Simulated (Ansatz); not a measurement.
## Bi under changes of volume

One of the cells (35.070 Å³/atom); the others are scaled copies at fixed shape and fractional positions:

```xyz
2
Lattice="2.2675 1.3091 3.9380 -2.2675 1.3091 3.9380 0.0000 -2.6183 3.9380" Properties=species:S:1:pos:R:3 pbc="T T T"
Bi    0.0000    0.0000    9.0495
Bi    0.0000    0.0000    2.7645
```

| Quantity | Value |
| --- | --- |
| Program | Ansatz 0.2.0 |
| Functional | PBEsol |
| Potentials or basis | all-electron LAPW, scalar-relativistic |
| Cutoff | 231 eV (chosen from the basis error) |
| Basis error allowed | 0.0005 eV/atom |
| k mesh | 7 × 7 × 7 |
| Occupations | fermi-dirac, width 0.05 eV |
| Spin | no spin polarisation |

```tsv
volume (Å³/atom)	energy over the lowest point (meV/atom)	pressure (GPa)	gap on the mesh (eV)	largest force (eV/Å)
32.965	16.92	3.1	0.29	0.434
33.667	6.16	1.8	0.28	0.326
34.368	?	?	?	?
35.070	0.00	-0.3	0.26	0.131
35.771	3.52	-1.2	0.25	0.043
36.472	10.80	-2.1	0.24	0.040
37.174	21.45	-2.8	0.24	0.117
```

**Question.** What does the run at 34.368 Å³/atom give?

**Answer.** Energy over the lowest point 0.71 meV/atom; pressure 0.7 GPa; gap on the mesh 0.27 eV; largest force 0.225 eV/Å.

Worked out: A Birch-Murnaghan fit of order 3 (a polynomial in V^(-2/3)) to the other rows has its minimum at 34.83 Å³/atom with B0 = V·E''(V) = 50 GPa and B' = 4.7 at fixed shape and positions, which overstates the stiffness. It gives 0.71 meV/atom at 34.368 Å³/atom, against the run's 0.71, and -dE/dV = 0.7 GPa, against 0.7. A straight line through the other rows of the gap, of slope -0.447 eV per unit of ln V, gives 0.27 eV, against the run's 0.27.

Energies are extrapolated to zero smearing.

Caveats: spin-orbit coupling is left out, which as a rule narrows the gap of such compounds by several tenths of an eV; an odd mesh through Γ misses points on the zone boundary, where band edges often lie.
